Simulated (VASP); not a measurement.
## MgF2 (Sellaite): dielectric tensor with PBEsol

MgF2 (Sellaite):

```
Mg F
1.0
     4.62378    0.00000    0.00000
     0.00000    4.62378    0.00000
     0.00000    0.00000    3.05305
Mg F
2 4
Direct
  0.00000 0.00000 0.00000
  0.50000 0.50000 0.50000
  0.30319 0.30319 0.00000
  0.19681 0.80319 0.50000
  0.69681 0.69681 0.00000
  0.80319 0.19681 0.50000
```

```json
{"Program": "VASP 6.6.1", "Task": "dielectric tensor", "Functional": "PBEsol", "Potentials or basis": "VASP PAW PBE potentials, release 64 (Mg, F)", "Cutoff": "600 eV", "k mesh": "8 × 8 × 12", "Occupations": "gaussian, width 0.03 eV", "Spin": "no spin polarisation", "Monkhorst-Pack mesh": "yes", "Further INCAR settings": "ALGO = Normal; EDIFF = 1e-08"}
```

The electronic dielectric tensor (diagonal) is 1.99, 1.99, 2.02 and the born charges (mean of the diagonal) is Mg +2.00; F -1.00 e.

Levels at points of the mesh, in eV from the valence-band top:
| k point | band 13 | band 14 | band 15 | band 16 | band 17 | band 18 | band 19 | band 20 |
| --- | --- | --- | --- | --- | --- | --- | --- | --- |
| (0.06, 0.06, 0.04) | -0.76 | -0.36 | -0.31 | 0.00 | 7.11 | 12.06 | 12.06 | 13.63 |

Electronic dielectric tensor:
```
1.99 0.00 0.00
0.00 1.99 0.00
0.00 0.00 2.02
```

Born effective charge tensors (e):
atom 1, Mg
```
1.97 0.04 0.00
0.04 1.97 0.00
0.00 0.00 2.06
```
atom 2, Mg
```
 1.97 -0.04  0.00
-0.04  1.97  0.00
 0.00  0.00  2.06
```
atom 3, F
```
-0.98 -0.20  0.00
-0.20 -0.98  0.00
 0.00  0.00 -1.03
```
atom 4, F
```
-0.98  0.20  0.00
 0.20 -0.98  0.00
 0.00  0.00 -1.03
```
atom 5, F
```
-0.98 -0.20  0.00
-0.20 -0.98  0.00
 0.00  0.00 -1.03
```
atom 6, F
```
-0.98  0.20  0.00
 0.20 -0.98  0.00
 0.00  0.00 -1.03
```

Wall time 3.5 min on 2 MPI ranks on Intel(R) Xeon(R) Platinum 8488C (Sapphire Rapids), with other jobs on the host, peak memory 0.48 GiB a rank.
